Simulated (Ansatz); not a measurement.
**Sn: frozen-core PAW against all-electron methods**

```
Sn
1.0
    -1.57468    1.57468    2.88620
     1.57468   -1.57468    2.88620
     1.57468    1.57468   -2.88620
Sn
1
Direct
  0.00000 0.00000 0.00000
```

The cell is COD entry 1540069, as deposited and not checked against the literature; nothing was relaxed. The listed cell was then made from it by scaling, straining or moving an atom.

Spin–orbit coupling is left out, though it moves levels of the heavy atoms by tenths of an eV or more.

All numbers are computed: DFT, PBE, PAW with Ansatz's default frozen-core files, scalar-relativistic (Ansatz 0.2.0); DFT, PBE, all-electron LAPW, scalar-relativistic (Ansatz 0.2.0).

For PAW: a Γ-centred 18×18×18 k mesh, Fermi–Dirac smearing of 0.03 eV, cutoff 420 eV, no spin polarisation. LAPW targets a basis error of 1 meV/atom. The Ansatz runs share mesh, smearing and spin set-up. Plane-wave (PAW) pressures include the program's estimate of the Pulay term.

Stress and pressure are positive in compression.

The change that made this cell: volume scaled by 0.97.

```csv
quantity,PAW,LAPW
pressure (GPa),-0.41,-0.41
stress xx (GPa),0.63,0.63
stress zz (GPa),-2.50,-2.49
```

PAW's pressure differs from the LAPW value by about 0.01 GPa or less.
